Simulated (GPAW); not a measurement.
# ZnO (Pm-3m) in GPAW: convergence with bands over the usual count

Aim: find how far bands over the usual count must go before the results for ZnO settle, at PBEsol. This setting moves, with any that are tied to it; all else stays.

All numbers are computed with GPAW 26.7.0; they aren't measurements. Logs are shortened: lines on timing, memory, paths and dates and some standing lists are left out, and cuts for length are marked. The log counts tension as positive stress, the text compression.

## Step 1: The structure

The structure is cubic, space group Pm-3m (No. 221). Conventional cell: a = 2.688 Å, b = 2.688 Å, c = 2.688 Å, α = 90.00°, β = 90.00°, γ = 90.00°. Zn (site symmetry m-3m) has 8 O at 2.33 Å as nearest neighbours. Around O (site symmetry m-3m) lie 8 Zn at 2.33 Å.

The cell was built by a generator and needn't be a form met in nature.

## Step 2: With bands over the usual count 0.72

The input, run.py:

```python
from ase.dft.bandgap import bandgap
from ase.io import read, write
from ase.units import GPa
from gpaw import GPAW, PW, setup_paths

setup_paths.insert(0, '.')

atoms = read('POSCAR')

calc = GPAW(mode=PW(800),
            xc='PBEsol',
            kpts={'size': (10, 10, 10), 'gamma': True},
            occupations={'name': 'fermi-dirac', 'width': 0.05},
            nbands=13,
            convergence={'density': 1e-05, 'energy': 1e-05},
            maxiter=100,
            txt='gpaw.txt')
atoms.calc = calc
energy = atoms.get_potential_energy()
forces = atoms.get_forces()
stress = atoms.get_stress()
calc.write('gs.gpw')
write('result.traj', atoms)
print(f'Energy: {energy:.6f} eV')
print('Forces (eV/A):')
print(forces.round(4))
print('Stress (GPa):', (stress / GPa).round(3))
print('Fermi level:', round(calc.get_fermi_level(), 4), 'eV')
print(f'Gap: {bandgap(calc)[0]:.4f} eV, direct: {bandgap(calc, direct=True)[0]:.4f} eV')
```

The input, POSCAR:

```
ZnO
1.0
    2.6882100000      0.0000000000      0.0000000000
    0.0000000000      2.6882100000      0.0000000000
    0.0000000000      0.0000000000      2.6882100000
Zn O
1 1
Direct
    0.0000000000      0.0000000000      0.0000000000
    0.5000000000      0.5000000000      0.5000000000
```

Potentials or basis: PAW data sets generated in the run's folder for this functional, pw.

Launch:

```bash
$ gpaw-setup -f PBEsol O Zn
$ OMP_NUM_THREADS=1 python run.py
```

It took 20 s on 1 thread of Arm Neoverse V1, shared host; peak memory 0.15 GiB.

What came out:

```yaml
Free_energy: -8.6601 eV
Pressure: -8.6 GPa
Band_gap_on_the_k_mesh: none (metal or under the smearing width)
```

## Step 3: With bands over the usual count 0.8

Edit run.py of step 2 so:

```diff
@@ -13,3 +13,3 @@
             occupations={'name': 'fermi-dirac', 'width': 0.05},
-            nbands=13,
+            nbands=14,
             convergence={'density': 1e-05, 'energy': 1e-05},
```

POSCAR is that of step 2.

Potentials or basis: PAW data sets generated in the run's folder for this functional, pw.

Launch:

```bash
$ gpaw-setup -f PBEsol O Zn
$ OMP_NUM_THREADS=1 python run.py
```

Wall time 19 s (1 thread of Arm Neoverse V1, shared host); peak memory 0.15 GiB.

It converged, with:

| Property | Result |
| --- | --- |
| Free energy | -8.6601 eV |
| Pressure | -8.6 GPa |
| Band gap on the k mesh | none (metal or under the smearing width) |

## Step 4: With bands over the usual count 0.9

Edit run.py of step 3 so:

```diff
@@ -13,3 +13,3 @@
             occupations={'name': 'fermi-dirac', 'width': 0.05},
-            nbands=14,
+            nbands=16,
             convergence={'density': 1e-05, 'energy': 1e-05},
```

POSCAR is that of step 3.

Launch:

```bash
$ gpaw-setup -f PBEsol O Zn
$ OMP_NUM_THREADS=1 python run.py
```

Wall time 21 s (1 thread of Arm Neoverse V1, shared host); peak memory 0.15 GiB.

It converged, with:

| Property | Result |
| --- | --- |
| Free energy | -8.6601 eV |
| Pressure | -8.6 GPa |
| Band gap on the k mesh | none (metal or under the smearing width) |

## Step 5: With bands over the usual count 1

Edit run.py of step 4 so:

```diff
@@ -13,3 +13,3 @@
             occupations={'name': 'fermi-dirac', 'width': 0.05},
-            nbands=16,
+            nbands=18,
             convergence={'density': 1e-05, 'energy': 1e-05},
```

POSCAR is that of step 4.

Launch:

```bash
$ gpaw-setup -f PBEsol O Zn
$ OMP_NUM_THREADS=1 python run.py
```

Run time: 23 s. Hardware: 1 thread of Arm Neoverse V1, shared host; peak memory 0.16 GiB.

The run converged. Its results:

```
Free energy            : -8.6601 eV
Pressure               : -8.6 GPa
Band gap on the k mesh : none (metal or under the smearing width)
```

## Step 6: With bands over the usual count 1.3

Edit run.py of step 5 so:

```diff
@@ -13,3 +13,3 @@
             occupations={'name': 'fermi-dirac', 'width': 0.05},
-            nbands=18,
+            nbands=23,
             convergence={'density': 1e-05, 'energy': 1e-05},
```

POSCAR is that of step 5.

Potentials or basis: PAW data sets generated in the run's folder for this functional, pw.

Launch:

```bash
$ gpaw-setup -f PBEsol O Zn
$ OMP_NUM_THREADS=1 python run.py
```

It took 28 s on 1 thread of Arm Neoverse V1, shared host; peak memory 0.16 GiB.

Results (log left out):

- Free energy: -8.6601 eV
- Pressure: -8.6 GPa
- Band gap on the k mesh: none (metal or under the smearing width)

## Step 7: With bands over the usual count 1.7

Edit run.py of step 6 so:

```diff
@@ -13,3 +13,3 @@
             occupations={'name': 'fermi-dirac', 'width': 0.05},
-            nbands=23,
+            nbands=30,
             convergence={'density': 1e-05, 'energy': 1e-05},
```

POSCAR is that of step 6.

Launch:

```bash
$ gpaw-setup -f PBEsol O Zn
$ OMP_NUM_THREADS=1 python run.py
```

Run time: 36 s. Hardware: 1 thread of Arm Neoverse V1, shared host; peak memory 0.17 GiB.

Results (log left out):

```
Free energy            : -8.6601 eV
Pressure               : -8.6 GPa
Band gap on the k mesh : none (metal or under the smearing width)
```

## Step 8: With bands over the usual count 2.5

Edit run.py of step 7 so:

```diff
@@ -13,3 +13,3 @@
             occupations={'name': 'fermi-dirac', 'width': 0.05},
-            nbands=30,
+            nbands=44,
             convergence={'density': 1e-05, 'energy': 1e-05},
```

POSCAR is that of step 7.

Potentials or basis: PAW data sets generated in the run's folder for this functional, pw.

Launch:

```bash
$ gpaw-setup -f PBEsol O Zn
$ OMP_NUM_THREADS=1 python run.py
```

gpaw.txt:

```text
__  _  _
 | _ |_)|_||  |
 |__||  | ||/\| - 26.7.0

Input parameters:
  mode=PW(ecut=800.0),
  convergence={'density': 1e-05, 'energy': 1e-05},
  kpts=MonkhorstPack(size=(10, 10, 10), gamma=True),
  maxiter=100,
  nbands=44,
  occupations=Occupations(name='fermi-dirac', width=0.05),
  xc=XC(name='PBEsol')

Diagonalizing LCAO Hamiltonian
Converting LCAO to pw mode
   .------.
  /|      |
 * |      |
 | .-O----.
 |/      /
 Zn-----*

Atoms  # Å, Bohr magnetons
|   | symbol |        x |        y |        z |    initial magnetic moments |
|---|--------|----------|----------|----------|-----------------------------|
| 0 |     Zn | 0.000000 | 0.000000 | 0.000000 | ( 0.0000,  0.0000,  0.0000) |
| 1 |      O | 1.344105 | 1.344105 | 1.344105 | ( 0.0000,  0.0000,  0.0000) |

Unit cell  # Å
| periodic |        x |        y |        z |  lengths |    angles |
|----------|----------|----------|----------|----------|-----------|
|      yes | 2.688210 | 0.000000 | 0.000000 | 2.688210 | 90.000000 |
|      yes | 0.000000 | 2.688210 | 0.000000 | 2.688210 | 90.000000 |
|      yes | 0.000000 | 0.000000 | 2.688210 | 2.688210 | 90.000000 |

Number of symmetries: 48
Symmetry operations  # r_c * U_cc + t_c -> r_c
|    | kind |            matrix            |
|----|------|------------------------------|
|  0 |  E   |  1, 0, 0,  0, 1, 0,  0, 0, 1 |
|  1 |  σ   |  1, 0, 0,  0, 1, 0,  0, 0,-1 |
|  2 |  σ   |  1, 0, 0,  0, 0, 1,  0, 1, 0 |
|  3 |  C4  |  1, 0, 0,  0, 0, 1,  0,-1, 0 |
|  4 |  C4  |  1, 0, 0,  0, 0,-1,  0, 1, 0 |
|  5 |  σ   |  1, 0, 0,  0, 0,-1,  0,-1, 0 |
|  6 |  σ   |  1, 0, 0,  0,-1, 0,  0, 0, 1 |
|  7 |  C2  |  1, 0, 0,  0,-1, 0,  0, 0,-1 |
|  8 |  σ   |  0, 1, 0,  1, 0, 0,  0, 0, 1 |
|  9 |  C2  |  0, 1, 0,  1, 0, 0,  0, 0,-1 |
| 10 |  C3  |  0, 1, 0,  0, 0, 1,  1, 0, 0 |
| 11 |  S6  |  0, 1, 0,  0, 0, 1, -1, 0, 0 |
| 12 |  S6  |  0, 1, 0,  0, 0,-1,  1, 0, 0 |
| 13 |  C3  |  0, 1, 0,  0, 0,-1, -1, 0, 0 |
| 14 |  C4  |  0, 1, 0, -1, 0, 0,  0, 0, 1 |
| 15 |  S4  |  0, 1, 0, -1, 0, 0,  0, 0,-1 |
| 16 |  C3  |  0, 0, 1,  1, 0, 0,  0, 1, 0 |
| 17 |  S6  |  0, 0, 1,  1, 0, 0,  0,-1, 0 |
| 18 |  σ   |  0, 0, 1,  0, 1, 0,  1, 0, 0 |
| 19 |  C4  |  0, 0, 1,  0, 1, 0, -1, 0, 0 |
| 20 |  C2  |  0, 0, 1,  0,-1, 0,  1, 0, 0 |
| 21 |  S4  |  0, 0, 1,  0,-1, 0, -1, 0, 0 |
| 22 |  S6  |  0, 0, 1, -1, 0, 0,  0, 1, 0 |
| 23 |  C3  |  0, 0, 1, -1, 0, 0,  0,-1, 0 |
| 24 |  S6  |  0, 0,-1,  1, 0, 0,  0, 1, 0 |
| 25 |  C3  |  0, 0,-1,  1, 0, 0,  0,-1, 0 |
| 26 |  C4  |  0, 0,-1,  0, 1, 0,  1, 0, 0 |
| 27 |  σ   |  0, 0,-1,  0, 1, 0, -1, 0, 0 |
| 28 |  S4  |  0, 0,-1,  0,-1, 0,  1, 0, 0 |
| 29 |  C2  |  0, 0,-1,  0,-1, 0, -1, 0, 0 |
| 30 |  C3  |  0, 0,-1, -1, 0, 0,  0, 1, 0 |
| 31 |  S6  |  0, 0,-1, -1, 0, 0,  0,-1, 0 |
| 32 |  C4  |  0,-1, 0,  1, 0, 0,  0, 0, 1 |
| 33 |  S4  |  0,-1, 0,  1, 0, 0,  0, 0,-1 |
| 34 |  S6  |  0,-1, 0,  0, 0, 1,  1, 0, 0 |
| 35 |  C3  |  0,-1, 0,  0, 0, 1, -1, 0, 0 |
| 36 |  C3  |  0,-1, 0,  0, 0,-1,  1, 0, 0 |
| 37 |  S6  |  0,-1, 0,  0, 0,-1, -1, 0, 0 |
| 38 |  σ   |  0,-1, 0, -1, 0, 0,  0, 0, 1 |
| 39 |  C2  |  0,-1, 0, -1, 0, 0,  0, 0,-1 |
| 40 |  σ   | -1, 0, 0,  0, 1, 0,  0, 0, 1 |
| 41 |  C2  | -1, 0, 0,  0, 1, 0,  0, 0,-1 |
| 42 |  C2  | -1, 0, 0,  0, 0, 1,  0, 1, 0 |
| 43 |  S4  | -1, 0, 0,  0, 0, 1,  0,-1, 0 |
| 44 |  S4  | -1, 0, 0,  0, 0,-1,  0, 1, 0 |
| 45 |  C2  | -1, 0, 0,  0, 0,-1,  0,-1, 0 |
| 46 |  C2  | -1, 0, 0,  0,-1, 0,  0, 0, 1 |
| 47 |  i   | -1, 0, 0,  0,-1, 0,  0, 0,-1 |

BZ-sampling:
  Number of BZ points: 1000
  Number of IBZ points: 56

  Monkhorst-Pack size: [10, 10, 10]
  Monkhorst-Pack shift: [0.05, 0.05, 0.05]

K-points  # in reciprocal-cell coordinates
|     |                                coordinates |     weight |
|-----|--------------------------------------------|------------|
|   0 | (  0.00000000,   0.00000000,   0.00000000) | 0.00100000 |
|   1 | (  0.10000000,   0.00000000,   0.00000000) | 0.00600000 |
|   2 | (  0.10000000,   0.10000000,   0.00000000) | 0.01200000 |
|   3 | (  0.10000000,   0.10000000,   0.10000000) | 0.00800000 |
|   4 | (  0.20000000,   0.00000000,   0.00000000) | 0.00600000 |
|   5 | (  0.20000000,   0.10000000,   0.00000000) | 0.02400000 |
|   6 | (  0.20000000,   0.10000000,   0.10000000) | 0.02400000 |
|   7 | (  0.20000000,   0.20000000,   0.00000000) | 0.01200000 |
|   8 | (  0.20000000,   0.20000000,   0.10000000) | 0.02400000 |
|   9 | (  0.20000000,   0.20000000,   0.20000000) | 0.00800000 |
| ... |                                            |            |
|  55 | (  0.50000000,   0.50000000,   0.50000000) | 0.00100000 |

Plane wave coefficients: 1021
Cutoff: 800.0 eV

Spin-components: 1 (collinear spins)
Bands:           44
Projectors:      11
Spin-degeneracy: 2
Datatype:        complex128

Parallelization:
  kpt:    1
  domain: 1
  band:   1

Density:
  Valence electrons: 18.0
  Components: 1
  Grid points: [18 18 18]
  Charge: 0.0  # |e|

Potential:
  Grid points: [18 18 18]

species:
  Zn:
    name:    Zinc
    Z:       30.0
    valence: 12
    core:    18
    charge:  0.0  # [|e|]
    compensation charges:
      type: gauss
      rc: 0.37  # [Å]
      lmax: 2
    cutoffs:
      filter: 2.14  # [Å]
      core: 2.28  # [Å]
    projectors
    | kind |    occ | energy [eV] | rcut [Å] |
    |------|--------|-------------|----------|
    |   4s |  2.000 |      -5.996 |    1.286 |
    |   4p |  0.000 |      -1.076 |    1.270 |
    |   3d | 10.000 |     -10.170 |    1.180 |
    |    s |        |      21.215 |    1.286 |
    |    p |        |      26.135 |    1.270 |
    |    d |        |      17.041 |    1.180 |

    Using partial waves for Zn as LCAO basis

  O:
    name:    Oxygen
    Z:       8.0
    valence: 6
    core:    2
    charge:  0.0  # [|e|]
    compensation charges:
      type: gauss
      rc: 0.21  # [Å]
      lmax: 2
    cutoffs:
      filter: 1.17  # [Å]
      core: 0.83  # [Å]
    projectors
    | kind |    occ | energy [eV] | rcut [Å] |
    |------|--------|-------------|----------|
    |   2s |  2.000 |     -23.808 |    0.688 |
    |   2p |  4.000 |      -8.972 |    0.598 |
    |    s |        |       3.404 |    0.688 |
    |    p |        |      18.239 |    0.598 |
    |    d |        |       0.000 |    0.619 |

    Using partial waves for O as LCAO basis

Reference energy: -50856.712546  # eV

eigensolver:
  PPCG
  Converge bands: occupied
  niter=2

density mixing:
  MSR1-Mixer
  Pratt-step length: 0.05
  Maximum mixing coefficient: 0.75
  Old densities: 10
  SVD Regularization: 0.005
  Good broyden scale: 1.0
  Trust region scale: 1.0
  Backstep threshold: 4.0
  History deletion threshold: 6.0
  Fourier metric: weight=20.0, sigma=0.015

occupation numbers:
  Fermi-Dirac:
    width: 0.0500  # eV

poisson solver:
  ecut: 6400.0  # eV

xc functional:
  name: PBEsol with 2 nearest neighbor stencil

convergence criteria:
- Maximum integral of absolute [dens]ity change: 1e-05 electrons / valence electron
- Maximum [total energy] change in last 3 cyles: 1e-05 eV / valence electron
- Maximum integral of absolute [eigenst]ate change: 4e-08 eV^2 / valence electron
maximum number of iterations: 100

SCF iterations
|iter     | |      energy | eigst |  dens |
|---------|-|-------------|-------|-------|
|iter:   1| |  -10.206317 | +0.24 |       |
|iter:   2| |   -9.765793 | -1.67 | -1.01 |
|iter:   3| |   -8.684126 | -2.36 | -1.07 |
|iter:   4| |   -8.663718 | -3.94 | -1.59 |
|iter:   5| |   -8.659572 | -3.53 | -1.87 |
|iter:   6| |   -8.659745 | -5.32 | -2.81 |
|iter:   7| |   -8.659818 | -5.79 | -3.29 |
|iter:   8| |   -8.659821c| -6.98 | -4.06 |
|iter:   9| |   -8.659821c| -7.78c| -5.09c|

Converged in 9 steps
Energy contributions relative to reference atoms: (reference = -50856.712546)

Energy contributions:
  Kinetic:          14.361920
  Coulomb:         -11.541052
  Zero:              0.192011
  External:          0.000000
  Xc:              -11.672388
  Entropy:          -0.000625
  Spinorbit:         0.000000
  ----------------------------
  Free energy:      -8.660134
  Extrapolated:     -8.659821

dipole moment: (-4.970191, -4.970191, -4.970191)  # |e|*Ang

Fermi level: 6.479
Eigenvalues  # (at kpt = [0.000, 0.000, 0.000])
| band index |      eig [eV] | occ [0-2] |
|------------|---------------|-----------|
|          0 |       -12.079 |     2.000 |
|        ... |               |           |
|          2 |        -0.097 |     2.000 |
|          3 |         0.993 |     2.000 |
|          4 |         0.993 |     2.000 |
|          5 |         0.993 |     2.000 |
|          6 |         5.100 |     2.000 |
|          7 |         5.100 |     2.000 |
[... 8 lines left out ...]
|         16 |        37.731 |     0.000 |
|         17 |        37.731 |     0.000 |
|        ... |               |           |
|         43 |        94.535 |     0.000 |

No gap
No difference between direct/indirect transitions

Forces  # eV/Ang
|        x |        y |        z |
|----------|----------|----------|
|  0.00000 |  0.00000 |  0.00000 |  # Zn   0
| -0.00000 | -0.00000 | -0.00000 |  # O    1

Stress tensor  # eV/Ang^3
|        x |        y |        z |
|----------|----------|----------|
| 0.053704 | 0.000000 | 0.000000 |
| 0.000000 | 0.053704 | 0.000000 |
| 0.000000 | 0.000000 | 0.053704 |

# Writing to gs.gpw (mode='')
```

stdout:

```text
Energy: -8.659821 eV
Forces (eV/A):
[[ 0.  0.  0.]
 [-0. -0. -0.]]
Stress (GPa): [8.604 8.604 8.604 0.    0.    0.   ]
Fermi level: 6.4788 eV
Gap: 0.0000 eV, direct: 0.0000 eV
```

Wall time 50 s (1 thread of Arm Neoverse V1, shared host); peak memory 0.18 GiB.

Results:

| Property | Result |
| --- | --- |
| Free energy | -8.6601 eV |
| Pressure | -8.6 GPa |
| Band gap on the k mesh | none (metal or under the smearing width) |

## Step 9: Result

```tsv
bands over the usual count	energy less the tightest run, at zero smearing (meV/atom)	SCF cycles	CPU time (s)	peak memory (GiB)
0.72	0.00	10	20	0.15
0.8	0.00	9	19	0.15
0.9	0.00	9	21	0.15
1	0.00	9	23	0.16
1.3	0.00	9	28	0.16
1.7	0.00	9	36	0.17
2.5	0.00	9	50	0.18
```

Against the tightest run, the energy stays within 1 meV/atom from 0.72 on. The tightest run that finished is the yardstick and may itself not be fully converged.
